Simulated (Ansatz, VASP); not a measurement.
**Tl in VASP and in Ansatz**

INCAR

```
ALGO     = Fast           # electronic algorithm
EDIFF    = 1E-7           # SCF threshold, eV
ENCUT    = 520            # plane-wave cutoff, eV
GGA      = PE             # functional
ISIF     = 2              # what is computed and relaxed
ISMEAR   = -1             # smearing method
LASPH    = T              # aspherical terms in the spheres
LCHARG   = F              # write CHGCAR
LREAL    = F              # projectors in reciprocal space
LWAVE    = F              # write WAVECAR
NBANDS   = 20             # bands
NELM     = 60             # most SCF steps
PREC     = Accurate       # precision mode
SIGMA    = 0.05           # smearing width, eV
```

KPOINTS

```
k-points
0
Gamma
  9 9 5
```

Contents of POSCAR:

```
Tl
1.0
    3.4560000000      0.0000000000      0.0000000000
   -1.7280000000      2.9929837955      0.0000000000
    0.0000000000      0.0000000000      5.5250000000
Tl
2
Direct
    0.6666666667      0.3333333333      0.7500000000
    0.3333333333      0.6666666667      0.2500000000
```

The input input.yaml:

```yaml
crystal:
  lattice:
    - [3.456, 0.0, 0.0]
    - [-1.728, 2.9929837955, 0.0]
    - [0.0, 0.0, 5.525]
  atoms:
    - { symbol: Tl, position: [0.6666666667, 0.3333333333, 0.75] }
    - { symbol: Tl, position: [0.3333333333, 0.6666666667, 0.25] }
hamiltonian:
  xc: pbe
  pseudopotentials: { kind: paw }
kpoints:
  mp_grid: { grid: [9, 9, 5] }
  band_path:
    path:
      - [[0.0, 0.0, 0.0], [0.5, 0.0, 0.0], [0.3333333333, 0.3333333333, 0.0], [0.0, 0.0, 0.0], [0.0, 0.0, 0.5], [0.5, 0.0, 0.5], [0.3333333333, 0.3333333333, 0.5], [0.0, 0.0, 0.5]]
      - [[0.5, 0.0, 0.5], [0.5, 0.0, 0.0]]
      - [[0.3333333333, 0.3333333333, 0.0], [0.3333333333, 0.3333333333, 0.5]]
    npoints: 14
scf:
  occupations: { method: fermi_dirac, width: 0.05 }
  n_extra_bands: 6
output:
  forces: true
  stress: true
  eigenvalues: true
  fatbands: true
```

Alike in both runs: functional PBE; k mesh 9 × 9 × 5; occupations fermi-dirac, width 0.05 eV; no spin polarisation.

|  | VASP | Ansatz |
| --- | --- | --- |
| version | VASP 6.6.1 | Ansatz 0.2.0 |
| potentials or method | VASP PAW PBE potentials, release 64 (Tl_d) | Ansatz PAW |
| plane-wave cutoff (eV) | 520 | 420 |
| valence electrons in the cell | 26 | 26 |
| task | single point | band structure |

```csv
,VASP,Ansatz,Ansatz less VASP
gap on the k mesh at the Fermi level (eV),none,none,-
pressure (GPa),3.4,3.4,+0.06
largest component of the traceless stress (GPa),0.91,0.91,+0.005
```

A gap of «none» marks a metal or a gap that the smearing closes.

Caveats: spin-orbit coupling is left out, which moves the levels of the heavy elements (Ansatz). The runs have no spin-orbit coupling, so splittings on Tl are missing.
